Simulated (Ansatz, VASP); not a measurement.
# Cross-check of Al50Ga24N24O75 (amorphous Al2O3 against GaN(10-10), 13.8 A) between VASP and Ansatz, part 2 of 2

Aim: how closely do two programs agree when they are given the same cell, functional and k mesh? The cell is taken from a series of runs on this material, whose earlier steps may have relaxed, scaled, displaced or heated it; both programs get it as it stands.

VASP 6.6.1 and Ansatz 0.2.0.

So far: Starting point; Ansatz: single point, PBE.

## (3) VASP: single point, PBE

Level of this step: PBE; plane waves and PAW (Ga_d, N, Al, O) (VASP).

The same cell, functional, mesh and smearing now go to VASP, with its own data sets.

Lines of VASP's logs that name or quote its potential files are left out, and so is its time.

The input, INCAR:

```
SYSTEM = Al50Ga24N24O75
PREC = Accurate
ENCUT = 600
EDIFF = 1E-06
NELM = 120
ISMEAR = -1
SIGMA = 0.025
LREAL = Auto
ALGO = Normal
GGA = PE
NBANDS = 637
LORBIT = 11
LWAVE = .FALSE.
LCHARG = .FALSE.
ISIF = 2
LASPH = .TRUE.
GGA_COMPAT = .FALSE.
EFERMI = MIDGAP
```

The input, POSCAR:

```
Al50Ga24N24O75
1.0
   10.4600000000      0.0000000000      0.0000000000
    0.0000000000      9.6300000000      0.0000000000
    0.0000000000      0.0000000000     19.2241400000
Ga N Al O
24 24 50 75
Direct
    0.9874100000      0.0062500000      0.2278200000
    0.2254600000      0.0103700000      0.0466400000
    0.9821300000      0.1799500000      0.0834900000
    0.2315500000      0.1721400000      0.1877900000
    0.9633400000      0.3391800000      0.2307400000
    0.2410500000      0.3423400000      0.0362000000
    0.9786500000      0.5063600000      0.0887200000
    0.2301600000      0.5083400000      0.1828300000
    0.9721400000      0.6769400000      0.2327100000
    0.2228100000      0.6840900000      0.0405400000
    0.9779300000      0.8435100000      0.0869300000
    0.2308300000      0.8405800000      0.1930400000
    0.4762000000      0.0135600000      0.2327000000
    0.7262000000      0.0084900000      0.0421500000
    0.4771500000      0.1776100000      0.0886900000
    0.7318500000      0.1732200000      0.1852400000
    0.4932500000      0.3446600000      0.2258900000
    0.7225000000      0.3442700000      0.0502800000
    0.4751800000      0.5187800000      0.0880200000
    0.7276200000      0.5087000000      0.1893900000
    0.4775400000      0.6834100000      0.2403900000
    0.7128400000      0.6815200000      0.0469400000
    0.4727500000      0.8434100000      0.0910800000
    0.7284600000      0.8405900000      0.1859800000
    0.0389600000      0.0109700000      0.0355900000
    0.2878400000      0.0080800000      0.2434600000
    0.0441800000      0.1786800000      0.1836500000
    0.2894700000      0.1770300000      0.0892300000
    0.0496200000      0.3461400000      0.0295200000
    0.3038900000      0.3435700000      0.2240000000
[... 137 atom lines left out ...]
    0.9359800000      0.5119000000      0.9000100000
    0.0375800000      0.7783300000      0.6311400000
    0.4699700000      0.2973800000      0.3356100000
    0.4953100000      0.8168000000      0.7429600000
    0.2826700000      0.7246300000      0.9486000000
    0.5131100000      0.8566800000      0.9020800000
```

The input, KPOINTS:

```
Automatic mesh
0
Gamma
1 1 1
0 0 0
```

The projector-augmented-wave data sets are Ga_d, N, Al and O (PBE family, release 64).

Launch:

```
export OMP_NUM_THREADS=3
mpirun -np 1 vasp_gam
```

Numbers of over 12 decimals in the logs are rounded to 6 here.

Log:

```text
[banner, memory and clock lines left out]
running    1 mpi-ranks, on    1 nodes
[...]
Offloading initialized ...    1 GPUs detected
[...]
LDA part: xc-table for (Slater+PW92), standard interpolation
 POSCAR, INCAR and KPOINTS ok, starting setup
[...]
entering main loop
       N       E                     dE             d eps       ncg     rms          rms(c)
DAV:   1     0.267324656605E+05    0.26732E+05   -0.42116E+05  1274   0.268E+03
DAV:   2     0.606878483963E+04   -0.20664E+05   -0.19538E+05  1274   0.822E+02
DAV:   3    -0.468041310008E+03   -0.65368E+04   -0.60403E+04  1786   0.346E+02
DAV:   4    -0.133733842354E+04   -0.86930E+03   -0.85587E+03  1844   0.133E+02
[...]
DAV:  19    -0.119719458137E+04   -0.25942E-05   -0.41391E-05  1924   0.235E-02    0.782E-03
DAV:  20    -0.119719458179E+04   -0.42086E-06   -0.12345E-05  1196   0.109E-02    0.572E-03
DAV:  21    -0.119719458153E+04    0.26308E-06   -0.33620E-06  1068   0.139E-02
   1 F= -.11971946E+04 E0= -.11971946E+04  d E =-.152757E-13
```

From OUTCAR (step 3):

```text
  FREE ENERGIE OF THE ION-ELECTRON SYSTEM (eV)
  ---------------------------------------------------
  free  energy   TOTEN  =     -1197.1945815281 eV

  energy  without entropy=    -1197.1945815281  energy(sigma->0) =    -1197.19458153

[... 1 further part left out ...]
```

The run ends at a pressure of 0.40 GPa, with forces up to 0.10 eV/Å.

## (4) Differences

Known differences besides the potentials themselves: the cutoff is 420 eV in Ansatz and 600 eV in VASP (PREC = Accurate, projectors in real space). Total energies have different zeros and are not compared.

Compared:

```csv
quantity,Ansatz,VASP,difference
pressure (GPa),0.63,0.40,+0.24
gap on the k mesh (eV),1.667,1.651,+0.016
```

At this near-relaxed geometry the largest component of a force difference is 44 meV/Å. A gap on the mesh is an upper bound, since the band edges may lie between its points.

## (5) What came out

| Property | Result |
| --- | --- |
| difference in gap on the k mesh (single point, PBE) | 0.016 eV |
| r.m.s. force difference (single point, PBE) | 11 meV/Å |

**Reading.** The r.m.s. force difference is 11 meV/Å (single point, PBE), within the 12 meV/Å picked in this series as the mark of a large difference. How closely two codes agree says nothing of how well the functional describes the real material.

[Lines on the potential files, build, host, timing and source positions are cut from VASP's logs without a mark.]

[Logs are printed without paths, hosts, clocks, repeated set-up lines and the standing remarks that a program may print on its own settings, such as how far it seeks lower states.]

[Hosts, paths, dates, database ids (printed as entryN), source tags and the programs' standing remarks are cut or masked in the printed files.]
